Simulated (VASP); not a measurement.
Set up this calculation in VASP 6.6.1, as the native input.

* Task: single point
* Functional: PBE
* Dispersion: D3(BJ)
* Potentials or basis: VASP PAW PBE potentials, release 64 (Al, O)
* Cutoff: 520 eV
* k mesh: 9 × 9 × 4
* Occupations: gaussian, width 0.05 eV
* Spin: no spin polarisation
* Dipole correction: no
* Further INCAR settings: ALGO = Normal; EDIFF = 1e-07; NBANDS = 20

The structure of Al2O3 lies in POSCAR:

```
Al2O3
1.0
    2.8672039189      0.0000000000      0.0000000000
   -1.4336019595      2.4830714316      0.0000000000
    0.0000000000      0.0000000000      7.2962596973
Al O
2 3
Direct
    0.0000000000      0.0000000000      0.1907358529
    0.0000000000      0.0000000000      0.8092641471
    0.3333333333      0.6666666667      0.2703868429
    0.6666666667      0.3333333333      0.0000000000
    0.3333333333      0.6666666667      0.7296131571
```

Measurements of this composition are mostly on another form, of space group No. 167.

The cell isn't the ideal one: shift of O3 along [0 0 1], its symmetry partners moved alike: -0.100 Å in the relaxed cell; volume per atom at fixed shape 10.3891.

These files were run (other wordings do the same):

INCAR

```
SYSTEM = Al2O3
PREC = Accurate
ENCUT = 520
EDIFF = 1E-7
ISMEAR = 0
SIGMA = 0.05
LREAL = .FALSE.
LASPH = .TRUE.
NELM = 100
ALGO = Normal
ISIF = 2
LWAVE = .FALSE.
LCHARG = .TRUE.
GGA = PE
IVDW = 12
LELF = .TRUE.
LVHAR = .TRUE.
NBANDS = 20
```

KPOINTS

```
regular mesh
0
G
  9 9 4
  0 0 0
```

Potentials or basis: VASP PAW PBE potentials, release 64 (Al, O).

Launch:

```sh
$ cat potpaw_PBE.64/Al/POTCAR potpaw_PBE.64/O/POTCAR > POTCAR
$ mpirun -np 1 vasp_std > vasp.out
```

It gave:

The pressure is 7.8 GPa, the largest force is 1.769 eV/Å and the band gap on the k mesh is 4.84 eV, indirect (least direct gap 5.04 eV). The dispersion energy per atom is -0.195 eV.

Caveat: an odd mesh through Γ misses points on the zone boundary, where band edges often lie; forces of over 1 eV/Å show positions far from the minimum, so gaps and moduli don't describe the material at rest.

It took 41 s on 1 thread of Intel(R) Xeon(R) Platinum 8488C (Sapphire Rapids), with other jobs on the host, peak memory 0.19 GiB.
